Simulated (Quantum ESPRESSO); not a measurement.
**BN in Quantum ESPRESSO: the effect of exact exchange**

Crystal: BN.

```xyz
2
Lattice="0.0000 1.8130 1.8130 1.8130 0.0000 1.8130 1.8130 1.8130 0.0000" Properties=species:S:1:pos:R:3 pbc="T T T"
N     0.9065    0.9065    0.9065
B     0.0000    0.0000    0.0000
```

The cell is a database's computed one.

Alike in all runs:

| Property | Result |
| --- | --- |
| Program | Quantum ESPRESSO 7.5 |
| Task | single point |
| Functional | r2SCAN-X |
| Potentials or basis | SG15 PBE 1.2 |
| Cutoff | 1197 eV |
| Density cutoff | 4789 eV |
| k mesh | 6 × 6 × 6 |
| Occupations | fixed |
| Spin | no spin polarisation |

| exact exchange | gap on the mesh (eV) |
| --- | --- |
| 0.05 | 5.34 |
| 0.1 | ? |
| 0.15 | 6.08 |

Problem. What does the run with exact exchange 0.1 give?

Solution. gap on the mesh 5.71 eV.

Caveats: all runs use coarse meshes.

A k mesh can miss the band edges.

Runs at the PBE level aren't shown here.
